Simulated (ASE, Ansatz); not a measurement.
# Electronic structure of generalised stacking fault on (110) of a LiCl-LiBr solid solution (56 atoms), part 2 of 2

Aim: energy, forces, charges and density of states of generalised stacking fault on (110) of a LiCl-LiBr solid solution (56 atoms) at a fixed geometry.

Ansatz 0.2.0; Kohn-Sham DFT, PBE, PAW (set soft_2), plane waves.

The cell: 28 Li, 10 Br and 18 Cl. The cell is under 6 Å thick along one periodic direction. The host structure and its lattice constant were typed by rule, without a check against the phase diagram.

So far. Step 2 (Plane-wave single point): Mean Löwdin charges: Br -0.55, Cl -0.63, Li +0.66 e (they miss 0.62 % of the electrons, so they add up to more than the cell's charge).

## 3. Structure statistics

These statistics describe the geometry on which the runs were made.

Density 2.63 g/cm³, 18.40 Å³ an atom.

g(r), total and by pair (bins of 0.2 Å):

```csv
r (Å),total,Li-Li,Li-Cl,Li-Br,Cl-Cl,Cl-Br,Br-Br
2.20,0.20,0.00,0.16,0.85,0.00,0.00,0.00
2.40,0.00,0.00,0.00,0.00,0.00,0.00,0.00
2.60,6.05,0.00,12.45,11.45,0.00,0.00,0.00
2.80,0.00,0.00,0.00,0.00,0.00,0.00,0.00
3.00,0.00,0.00,0.00,0.00,0.00,0.00,0.00
3.20,0.00,0.00,0.00,0.00,0.00,0.00,0.00
3.40,0.26,0.35,0.07,0.36,0.00,0.38,1.36
3.60,0.35,0.46,0.00,0.00,0.75,1.18,0.60
3.80,5.55,11.30,0.00,0.00,12.05,10.00,10.05
4.00,0.13,0.26,0.00,0.00,0.00,0.56,0.00
4.20,0.00,0.00,0.00,0.00,0.00,0.00,0.00
4.40,0.11,0.22,0.00,0.00,0.00,0.24,0.86
4.60,2.61,0.00,5.30,5.05,0.00,0.00,0.00
4.80,0.27,0.18,0.28,0.50,0.11,0.20,0.35
5.00,0.02,0.00,0.00,0.11,0.00,0.00,0.00
5.20,1.44,2.82,0.03,0.06,3.27,2.29,3.54
5.40,0.11,0.04,0.14,0.29,0.00,0.00,0.00
5.60,0.04,0.00,0.08,0.10,0.00,0.00,0.00
5.80,3.88,0.13,8.00,7.02,0.00,0.14,0.50
6.00,0.85,0.11,1.53,1.75,0.07,0.06,0.22
6.20,0.03,0.00,0.02,0.07,0.00,0.06,0.00
6.40,3.98,7.75,0.16,0.32,8.05,7.80,6.70
6.60,0.19,0.19,0.15,0.27,0.00,0.41,0.00
6.80,0.02,0.00,0.02,0.09,0.00,0.00,0.00
7.00,0.13,0.26,0.00,0.00,0.21,0.28,0.34
7.20,0.08,0.16,0.00,0.00,0.10,0.18,0.32
7.40,1.49,2.80,0.13,0.30,2.93,2.63,2.98
7.60,0.07,0.14,0.00,0.00,0.04,0.23,0.00
```

Bonds by pair of elements; cutoffs follow the first minimum of g(r), held within bounds set by covalent radii, and pairs that aren't listed don't count as bonded:

```csv
pair A-B,cutoff (Å),bonds,mean length (Å),spread (Å),shortest (Å),B about A,A about B
Li-Cl,3.06,107,2.63,0.036,2.28,3.82,5.94
Li-Br,3.02,57,2.61,0.084,2.25,2.04,5.7
```

How many atoms have how many bonded neighbours:

```csv
element,mean,5,6
Br,5.7,3,7
Cl,5.94,1,17
Li,5.86,4,24
```

Bond angles, per cent of each kind in bins of 5°:

```csv
angle (°),Li-Cl-Li,Cl-Li-Cl,Br-Li-Cl,Li-Br-Li,Br-Li-Br
85–90,40.4,37.9,37.8,36.3,27.5
90–95,39.2,41.2,42.4,41.5,47.1
95–100,0.0,0.0,0.0,0.0,0.0
100–105,0.0,0.0,0.0,0.0,0.0
105–110,0.0,0.0,0.6,0.0,0.0
110–115,0.4,0.0,1.7,2.2,0.0
115–120,0.0,0.0,0.0,0.0,0.0
120–125,0.0,0.0,0.0,0.0,0.0
125–130,0.0,0.0,0.0,0.0,0.0
130–135,0.0,0.0,0.0,0.0,0.0
135–140,0.0,0.0,0.0,0.0,0.0
140–145,0.0,0.0,0.0,0.0,0.0
145–150,0.0,0.0,0.0,0.0,0.0
150–155,0.0,0.0,0.0,0.0,0.0
155–160,0.4,0.6,1.2,1.5,0.0
160–165,0.0,0.0,0.0,0.7,2.0
165–170,0.0,0.0,0.0,0.0,0.0
170–175,0.0,0.0,0.0,0.0,0.0
175–180,19.6,20.3,16.3,17.8,23.5
```

Bond angles (no mean is given where the spread exceeds 20°):

```
   angle  count  mean (°)  spread (°)
Li-Cl-Li    265         -           -
Cl-Li-Cl    177         -           -
Br-Li-Cl    172         -           -
Li-Br-Li    135         -           -
Br-Li-Br     51         -           -
```

Bond length by coordination (bonds to H left out):

| element | coordination | atoms | mean bond length (Å) |
| --- | --- | --- | --- |
| Br | 5 | 3 | 2.56 |
| Br | 6 | 7 | 2.63 |
| Cl | 5 | 1 | 2.56 |
| Cl | 6 | 17 | 2.63 |
| Li | 5 | 4 | 2.56 |
| Li | 6 | 24 | 2.63 |

By these cutoffs 70 % of Br atoms have 6, 94 % of Cl atoms have 6 and 86 % of Li atoms have 6 bonded neighbours.

The surroundings of Li33, whose charge lies farthest from its element's mean, nearest first, numbered as they follow in the input and with coordinates relative to it.

```
atom      x      y      z  distance (Å)  bonds  Löwdin charge (e)     Fx     Fy  Fz (eV/Å)
Li33   0.00   0.00   0.00          0.00      6               0.63  -0.12   0.00      -0.13
Cl32  -1.85   0.02  -1.85          2.62      6              -0.63  -0.04  -0.01      -0.08
Br20   0.00   2.63  -0.01          2.63      6              -0.55  -0.04   0.07       0.04
Br48   1.86   0.03   1.87          2.63      6              -0.55   0.07  -0.04       0.08
Br20   0.00  -2.64  -0.01          2.64      6              -0.55  -0.04   0.07       0.04
Br46   1.87   0.03  -1.86          2.64      6              -0.54   0.05  -0.04      -0.01
Br34  -1.87   0.00   1.87          2.64      6              -0.54   0.01   0.03       0.06
 Li5  -1.85  -2.62  -1.86          3.70      6               0.67  -0.15   0.00      -0.14
Li47  -3.70   0.01   0.01          3.70      6               0.65   0.09   0.00      -0.15
Li19   1.87  -2.62  -1.85          3.71      6               0.65   0.14   0.01      -0.14
```

The column of bonds counts only the pairs Li-Cl within 3.06 Å, Li-Br within 3.02 Å; other neighbours, such as metal atoms beside each other in a compound, aren't counted, and periodic images can show an atom twice.

## 4. Outcome

```yaml
free_energy_per_atom: -948.0197 eV/atom
density: 2.63 g/cm³
pressure: 0.7676 GPa
r_m_s_force_component: 0.206 eV/Å
spacing_of_highest_filled_and_lowest_empty_level: 5.452 eV
wall_time_of_the_1_dft_run: 24 s
```

What this shows: The highest filled and lowest empty levels differ by 5.45 eV on the run's k-points; the mesh holds the band edges only if they fold onto it, so the gap at this level can be narrower or closed, while semilocal functionals tend to narrow gaps against experiment. By these cutoffs 70 % of Br atoms have 6, 94 % of Cl atoms have 6 and 86 % of Li atoms have 6 bonded neighbours.

What to keep in mind: The geometry was built by rule, was displaced at random and isn't relaxed at this level: its force components are 0.21 eV/Å r.m.s.

[Logs are printed without paths, hosts, clocks, repeated set-up lines and the standing remarks that a program may print on its own settings, such as how far it seeks lower states.]

[Hosts, paths, dates, database ids (printed as entryN), source tags and the programs' standing remarks are cut or masked in the printed files.]
